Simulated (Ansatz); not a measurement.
# AlNi (Pm-3m) in Ansatz: a series of runs, part 2 of 3

Ansatz 0.2.0.

## 3. Relaxation of cell and atoms, PBE, collinear spin, ferromagnetic start

input.yaml

```yaml
crystal:
  lattice:
    - [2.881, 0.0, 0.0]
    - [0.0, 2.881, 0.0]
    - [0.0, 0.0, 2.881]
  atoms:
    - { symbol: Ni, position: [0.5, 0.5, 0.5], spin: 1.0 }
    - { symbol: Al, position: [0.0, 0.0, 0.0] }
hamiltonian:
  xc: pbe
  pseudopotentials: { kind: paw }
magnetization:
  spin_polarized: true
kpoints:
  mp_grid: { grid: [9, 9, 9] }
scf:
  occupations: { method: fermi_dirac, width: 0.05 }
output:
  forces: true
  stress: true
  eigenvalues: true
relax:
  f_tol: 0.01
  max_steps: 40
  cell: { stress_tol: 0.05 }
```

Potentials or basis: Ansatz PAW.

On the command line:

```console
$ ansatz run input.yaml --threads 2 --pin off --max-ram 5632MiB --backend cpu --events-out ev --progress --plain --runs-dir out
```

The log of the run:

```text
Warning: RAYON_NUM_THREADS=2 ignored (pool sized by the plan → 2); use --threads N
Engine: ansatz 0.2.0, aarch64-unknown-linux-gnu
Pseudopotentials: kind: paw
Pseudopotential: Ni, paw, valence charge 18, recommended cutoff 420 eV (normal), Ni.paw.azcp
Pseudopotential: Al, paw, valence charge 3, recommended cutoff 420 eV (normal), Al.paw.azcp
Functional definition: PBE
  parameter kappa = 0.804
  parameter beta = 0.06672455060314922
  exchange = pbe_x(kappa = kappa, mu = beta*pi^2/3)
  correlation = pbe_c(beta = beta)
Crystal: 2 atoms, lattice volume = 23.913 Å³
Basis set: ecut = 420 eV, 461 PW (Γ), exchange–correlation on 40×40×40 points (8 copies of the dense FFT grid, shifted against one another)
Bands: 15, of which v1, the nominal top of the filled ones, is band 11 counted from 1 (10 counted from 0)
Symmetry: 48 space group operations
Space group: Pm-3m (ITA 221), of the structure as read, at distance tolerance 2.9e-5 Å
Magnetic group: BNS 221.92 (UNI 1594), of the structure as read, at distance tolerance 2.9e-5 Å
k-points: 35 of 729
Non-local potential: Ni, projectors of the file, l = 0: 3, l = 1: 2, l = 2: 3, l = 3: 1
Non-local potential: Al, projectors of the file, l = 0: 2, l = 1: 2, l = 2: 1
PAW form: soft (Blöchl's): semilocal exchange-correlation on the pseudo side does not see the compensation charge
PAW one-centre angular grid: Ni, 590 points (default); XC on 64 Gauss nodes
PAW one-centre angular grid: Al, 110 points (default); XC on 64 Gauss nodes
Initial density: superposition of atomic densities (chi_scale 0.1, normalization cell)
Starting moments: Σ|m| = 1 μB on 1 of 2 sites
Initial wavefunctions: pseudopotential atomic-orbital guess
Functional: x = pbe(κ = 0.804, μ = 0.2195149727645171), c = pbe(β = 0.06672455060314922)
iter 1 solved again at ethr=3.01e-3 eV; its pass at ethr=3.10e-3 eV (dr2=6.32e-1 eV) is discarded
SCF iter   1: F=—  HF=-6377.079204 eV  |F-HF|=—  |Δ(HF+E_count)|=         —  Δρ=5.05e-2 (↑5.05e-2 ↓2.70e-2)  dr2=6.32e-1  dr2_m=1.33e-1  M=0.598 μB ∫|m|=0.758 μB  β_m=0.30  ethr=3.01e-3  ⟨swp⟩=1.0  Hψ=6356  notcnv=0
Mixer restart at iter 1: flushing history
preconditioner: auto → none  [metal: Δε(μ)=0.001 eV  Ē_g=9.264 eV  σ=0.050 eV  W_gap=0.00  n_scr=6 (ndim 8)  ℏωp=27.4 eV  f_vac=0.000  D(μ)=1.75/eV (n_scr^D=18)  sad-step TF]
SCF iter   2: F=—  HF=-6376.999000 eV  |F-HF|=—  |Δ(HF+E_count)|=   8.02e-2  Δρ=4.92e-2 (↑1.68e-2 ↓4.92e-2)  dr2=3.87e-1  dr2_m=1.93e-1  M=0.474 μB ∫|m|=0.616 μB  β_m=0.33  ethr=3.01e-3  ⟨swp⟩=2.1  Hψ=1661  notcnv=0
SCF iter   3: F=—  HF=-6377.614422 eV  |F-HF|=—  |Δ(HF+E_count)|=   6.15e-1  Δρ=3.09e-2 (↑2.60e-2 ↓3.09e-2)  dr2=7.06e-2  dr2_m=1.65e-1  M=0.417 μB ∫|m|=0.557 μB  β_m=0.23  ethr=1.84e-3  ⟨swp⟩=2.8  Hψ=2199  notcnv=0  defer=13
SCF iter   4: F=—  HF=-6378.118519 eV  |F-HF|=—  |Δ(HF+E_count)|=         —  Δρ=6.21e-2 (↑4.77e-2 ↓6.21e-2)  dr2=7.52e-2  dr2_m=6.56e-1  M=0.099 μB ∫|m|=0.155 μB  β_m=0.66  ethr=3.36e-4  ⟨swp⟩=2.3  Hψ=1600  notcnv=0  defer=15
Mixer restart at iter 4: flushing history
SCF iter   5: F=—  HF=-6378.456349 eV  |F-HF|=—  |Δ(HF+E_count)|=   3.38e-1  Δρ=3.03e-2 (↑3.03e-2 ↓2.23e-2)  dr2=9.04e-3  dr2_m=1.50e-1  M=0.047 μB ∫|m|=0.079 μB  β_m=0.83  ethr=3.36e-4  ⟨swp⟩=3.2  Hψ=2327  notcnv=0  defer=17
SCF iter   6: F=—  HF=-6378.836266 eV  |F-HF|=—  |Δ(HF+E_count)|=   3.80e-1  Δρ=5.47e-2 (↑4.87e-2 ↓5.47e-2)  dr2=1.65e0  dr2_m=2.02e-3  M=0.004 μB ∫|m|=0.011 μB  β_m=0.51  ethr=4.31e-5  ⟨swp⟩=3.2  Hψ=2833  notcnv=0  defer=20  recentre
SCF iter   7: F=—  HF=-6378.528939 eV  |F-HF|=—  |Δ(HF+E_count)|=   3.07e-1  Δρ=1.54e-3 (↑1.22e-3 ↓1.54e-3)  dr2=1.01e-3  dr2_m=1.21e-4  M=0.003 μB ∫|m|=0.009 μB  β_m=0.71  ethr=4.31e-5  ⟨swp⟩=3.6  Hψ=3011  notcnv=0  defer=21
SCF iter   8: F=—  HF=-6378.528296 eV  |F-HF|=—  |Δ(HF+E_count)|=   6.44e-4  Δρ=6.96e-4 (↑6.13e-4 ↓6.96e-4)  dr2=2.92e-6  dr2_m=9.28e-5  M=0.001 μB ∫|m|=0.003 μB  β_m=0.85  ethr=4.79e-6  ⟨swp⟩=1.9  Hψ=2036  notcnv=0  defer=21
SCF iter   9: F=—  HF=-6378.528327 eV  |F-HF|=—  |Δ(HF+E_count)|=   3.16e-5  Δρ=4.61e-4 (↑4.61e-4 ↓3.47e-4)  dr2=1.01e-4  dr2_m=9.24e-7  M=0.000 μB ∫|m|=0.001 μB  β_m=0.93  ethr=1.39e-8  ⟨swp⟩=2.3  Hψ=1865  notcnv=0  defer=21
SCF iter  10: F=—  HF=-6378.528321 eV  |F-HF|=—  |Δ(HF+E_count)|=   6.68e-6  Δρ=3.12e-5 (↑3.12e-5 ↓7.27e-6)  dr2=2.30e-7  dr2_m=5.27e-8  M=0.000 μB ∫|m|=0.000 μB  β_m=0.90  ethr=1.39e-8  ⟨swp⟩=2.0  Hψ=1790  notcnv=0  defer=21
SCF iter  11: F=—  HF=-6378.528321 eV  |F-HF|=—  |Δ(HF+E_count)|=   1.03e-7  Δρ=6.80e-6 (↑6.80e-6 ↓4.30e-6)  dr2=1.95e-8  dr2_m=5.40e-10  M=0.000 μB ∫|m|=0.000 μB  β_m=0.95  ethr=1.10e-9  ⟨swp⟩=2.1  Hψ=1369  notcnv=0  defer=21
[... 47 lines left out ...]
SCF iter  10: F=-6378.530054 eV  HF=-6378.530054 eV  |F-HF|=2.73e-12  |Δ(HF+E_count)|=  1.82e-12  Δρ=2.05e-8 (↑1.96e-8 ↓2.05e-8)  dr2=2.15e-13  dr2_m=6.39e-17  M=-0.000 μB ∫|m|=0.000 μB  ethr=1.00e-12  ⟨swp⟩=3.1  Hψ=3856  notcnv=0
the starting moments were not kept: the SCF closed with an absolute magnetisation of 5.6e-9 μB, where they sum to 1 μB in size (1 site). That is at most 0.1 of that sum. Measured as dr2_m measures the in/out step, that magnetisation stands 6.9e-17 eV from none, at or under the dr2_threshold of 2.0e-11 eV: it is no larger than a step whose dr2_m would equal this threshold.
SCF 4 converged in 10 iterations: F = -6378.530054 eV  dr2 = 2.15e-13
relax step   4: F+E_penalty+E_count = -6378.53005374 eV  Δ(F+E_penalty+E_count) = -1.198e-4 eV  max|allowed force component| = 2.367e-30 eV/Å  Δτ_max = 0.0000 Å  P = +0.020 GPa  Ω = 24.196 Å³  stress off target by 1.99e-2 GPa  SCF on the basis re-selected at this cell (its energy is not comparable with the rows above)  (10 SCF iters)
basis re-selected at this cell: Δ(F+E_penalty+E_count) = -1.198e-4 eV, ΔP = +0.003 GPa vs the last step (what re-selecting the basis moved, of the pressure what is left beyond the Pulay correction that the steps carried, after the strain that the cell walked since its last selection, with what the two solves' SCF thresholds leave and, on support functions, any second-order correction that the steps lacked; it is no measure of the basis error at this ecutwfc). This SCF's stress stands 1.99e-2 GPa from its target on what of the cell is left free (relax.cell.stress_tol is 5.00e-2 GPa) and its largest allowed force component is 2.37e-30 eV/Å (relax.f_tol is 1.00e-2 eV/Å): within both
SCF converged after 10 iterations
Magnetization: -0.0000 μB (10.5000 up, 10.5000 down)
Absolute magnetization: 0.0000 μB (∫|ρ↑−ρ↓|, with the PAW one-centre terms)
Spin contamination: 0.0000 ħ² per cell (⟨S²⟩ above its minimum at these occupations)
Per-site moments (μB) at R_I (Å): [(-4.468003924591387e-9, 1.0332447353988146), (-8.917307033764409e-11, 1.0332447353988146)]
Free energy (F): -6378.530054 eV
Harris-Foulkes:  -6378.530054 eV  (|F-HF|=2.73e-12)
Internal energy: -6378.523302 eV  (E = F + TS)
E sigma→0 (E₀):  -6378.526678 eV
Entropy (-TS):   -0.006752 eV (-3.376 meV/atom)
Fermi energy:    13.782982 eV
--- Per-component energies (eV) ---
  E_band       = -339.986281
  E_kinetic    = 310.541962
  E_local      = -4462.727383  (includes V_loc(G=0)·N_el)
  E_nonlocal   = 647.600706
  E_hartree    = 1919.929398
  E_xc         = -126.093843
  E_vxc        = -140.385778  (∫ρ·V_xc dr)
  E_paw        = -2100.262005  (= ΣΔE_a)
  E_vpaw       = -534.875092  (= ΣTr[D̂ρ^β])
  E_aug_tail   = 0.000483  (compensation charges beyond the density's cutoff)
  E_ewald      = -2567.512619
  E_smearing   = -0.006752  (= −TS)
  E_closure    = 0.000000  (closes the sum)
  Σ components = -6378.530054   (vs F -6378.530054, Δ=0.00e0)
--- Forces (eV/Å), atoms counted from 1 ---
  atom   1  Ni     0.00000000    -0.00000000    -0.00000000
  atom   2  Al    -0.00000000     0.00000000     0.00000000
  max |Σ_I F_I| component: 4.14e-30 eV/Å
--- Stress (GPa, compression-positive) ---
        0.019943      -0.000000      -0.000000
       -0.000000       0.019943       0.000000
       -0.000000       0.000000       0.019943
  P = ⅓ Tr σ = 0.0199 GPa (0.199 kbar)
--- Band table (eV; the first three rows and the last of 70) ---
  k-point 0 ↑: bands = ["-89.5167", "-49.9179", "-49.9179", "-49.9179", "2.7070", "10.5945", "10.5945", "12.2640", "12.2640", "12.2640", "19.2134", "19.2134", "19.2134", "21.8290", "21.8290"]
  k-point 1 ↑: bands = ["-89.5165", "-49.9204", "-49.9177", "-49.9177", "2.9322", "10.5698", "10.6463", "12.1695", "12.1695", "12.2742", "17.3700", "19.5081", "19.5081", "21.8431", "23.4091"]
  k-point 2 ↑: bands = ["-89.5161", "-49.9269", "-49.9172", "-49.9172", "3.6000", "10.3384", "10.7811", "11.9481", "11.9481", "12.3001", "15.0456", "20.3332", "20.3332", "21.8829", "24.9738"]
  k-point 34 ↓: bands = ["-89.5129", "-49.9352", "-49.9352", "-49.9352", "9.5610", "9.7982", "9.7982", "12.6762", "12.6762", "14.5073", "15.7179", "15.7179", "17.2882", "18.5833", "18.5833"]
--- Relaxed structure (3 steps of the walk, 3 accepted, 1 SCFs on fresh bases) ---
  F+E_penalty+E_count = -6378.53005374 eV   max|allowed force component| = 2.367e-30 eV/Å   (the final SCF, on the basis selected at the relaxed cell)
  cell:  # Å, volume = 24.1961 Å³
    - [2.8923351569516083, -8.024708101613482e-35, -3.209883240645393e-35]
    - [-1.1234591342258874e-34, 2.8923351569516083, 8.024708101613482e-36]
    - [3.209883240645393e-35, 8.024708101613482e-36, 2.8923351569516083]
  atoms:
    - { symbol: Ni, position: [0.5, 0.5, 0.5] }
    - { symbol: Al, position: [9.47032542363347e-35, -2.785389830480209e-35, -1.2868893973670072e-85] }
```

Wall time 5.6 s (2 threads of Arm Neoverse V1, shared host); peak memory 0.29 GiB.

What came out:

```
Free energy                            : -6378.5301 eV
Relaxed volume                         : 12.10 Å³/atom
Relaxed cell                           : a = 2.892 Å, b = 2.892 Å, c = 2.892 Å, α = 90.00°, β = 90.00°, γ = 90.00°
Space group after relaxing (to 0.05 Å) : Pm-3m (No. 221)
Energy gained by relaxing              : 0.9 meV/atom
Ionic steps                            : 4
Pressure after relaxing                : 0.0 GPa
Band gap on the k mesh                 : none (metal or under the smearing width)
Net moment                             : 0.00 μB per cell
Absolute moment                        : 0.00 μB per cell
```

The path:
```tsv
step	energy change (eV)	largest force (eV/Å)	volume (Å³)
1	0.0000	0.0000	23.91
2	-0.0014	0.0000	24.09
3	-0.0016	0.0000	24.20
4	-0.0017	0.0000	24.20
```

Final structure:
```
CELL_PARAMETERS angstrom
2.89234 0.00000 0.00000
0.00000 2.89234 0.00000
0.00000 0.00000 2.89234
ATOMIC_POSITIONS crystal
Ni 0.50000 0.50000 0.50000
Al 0.00000 0.00000 0.00000
```

Caveat: the plane-wave basis is chosen anew once the cell has moved, so the energies of steps on either side of that aren't comparable; the starting moments weren't kept. PBE usually gives volumes a little too large and moduli too small.

## 4. Relaxation of cell and atoms, PBEsol, collinear spin, ferromagnetic start

input.yaml: that of step 3 with these lines changed.

```diff
@@ -9,3 +9,3 @@
 hamiltonian:
-  xc: pbe
+  xc: pbesol
   pseudopotentials: { kind: paw }
```

On the command line:

```console
$ ansatz run input.yaml --threads 2 --pin off --max-ram 5632MiB --backend cpu --events-out ev --progress --plain --runs-dir out
```

It took 5.4 s on 2 threads of Arm Neoverse V1, shared host; peak memory 0.29 GiB.

Results (log left out):

| Item | Value |
| --- | --- |
| Free energy | -6330.8635 eV |
| Relaxed volume | 11.71 Å³/atom |
| Relaxed cell | a = 2.861 Å, b = 2.861 Å, c = 2.861 Å, α = 90.00°, β = 90.00°, γ = 90.00° |
| Space group after relaxing (to 0.05 Å) | Pm-3m (No. 221) |
| Energy gained by relaxing | 2.5 meV/atom |
| Ionic steps | 4 |
| Pressure after relaxing | 0.0 GPa |
| Band gap on the k mesh | none (metal or under the smearing width) |
| Net moment | 0.00 μB per cell |
| Absolute moment | 0.00 μB per cell |

Step by step:
```tsv
step	energy change (eV)	largest force (eV/Å)	volume (Å³)
1	0.0000	0.0000	23.91
2	-0.0044	0.0000	23.62
3	-0.0053	0.0000	23.43
4	-0.0051	0.0000	23.43
```

Final structure:
```yaml
crystal:
  lattice:
    - [2.86147, 0.00000, 0.00000]
    - [0.00000, 2.86147, 0.00000]
    - [0.00000, 0.00000, 2.86147]
  atoms:
    - { symbol: Ni, position: [0.50000, 0.50000, 0.50000] }
    - { symbol: Al, position: [0.00000, 0.00000, 0.00000] }
```

Levels at points of the mesh, in eV from the Fermi level:
Spin up:
```csv
k point,band 8,band 9,band 10,band 11,band 12,band 13
"(0.00, 0.00, 0.00)",-1.60,-1.60,-1.60,5.55,5.55,5.55
```
Spin down:
```tsv
k point	band 7	band 8	band 9	band 10	band 11	band 12	band 13	band 14
(0.00, 0.00, 0.00)	-3.37	-1.60	-1.60	-1.60	5.55	5.55	5.55	8.17
```

Caveat: the plane-wave basis is chosen anew once the cell has moved, so the energies of steps on either side of that aren't comparable; the PAW data sets come from PBE, with cores solved anew for the run's functional, which leaves a small shift of forces and pressure; the starting moments weren't kept.

[end of part 2 of 3]
